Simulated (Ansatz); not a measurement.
**Zone-centre phonons of FeSi2 at 3 GPa: input and output**

All numbers below come from DFT PBEsol, scalar-relativistic, plane waves, PAW (Ansatz 0.2.0).

Launched with:
```bash
ansatz run input.yaml --threads 1 --pin off --max-ram 3072MiB --backend cpu --events-out ev --progress --plain --runs-dir out
```

Input (bare energies are in eV):
```yaml
crystal:
  lattice:
    - [2.6639925089, 0.0, 0.0]
    - [0.0, 2.6639925089, 0.0]
    - [0.0, 0.0, 5.0868339953]
  atoms:
    - { symbol: Fe, position: [0.0, 0.0, 0.0] }
    - { symbol: Si, position: [0.5, 0.5, 0.2721139969] }
    - { symbol: Si, position: [0.5, 0.5, 0.7278860031] }
basis:
  ecutwfc: 420
kpoints:
  mp_grid: { grid: [16, 16, 8] }
hamiltonian:
  xc: pbesol
scf:
  occupations: { method: fermi_dirac, width: 0.15 }
output:
  eigenvalues: true
phonons:
  method: dfpt
  eigenvectors: true
```

Results section of the output:
```
--- Phonons (Γ-DFPT): 4 representative perturbations + reference, on 405 of 2048 k-points (Σ response iterations 17) ---
  k mesh reduced under 4 symmetry operations, with k and −k counted as one. Each operation leaves every solved displacement unchanged or reverses it
  ASR residual: 1.024e-3 → 0.000e0 eV/Å²; symmetrization residual: 1.031e-5 eV/Å²
  ASR residual per site (eV/Å²): 1.02e-3 5.41e-5 5.41e-5
  Γ frequencies (cm⁻¹): 0.00 0.00 0.00 232.64 232.64 300.53 300.53 371.08 565.34
  non-analytic LO–TO correction: not included (Born effective charges unavailable; polar crystals: no LO–TO splitting at Γ)
```

The run took 3.3 min on 1 thread of Arm Neoverse N1 (shared host), peak memory 1 GiB.

In a metal, frequencies and elastic constants depend on the k mesh and the smearing, soft modes and shear constants most. Spin polarisation was left out, and a magnetic state may lie lower.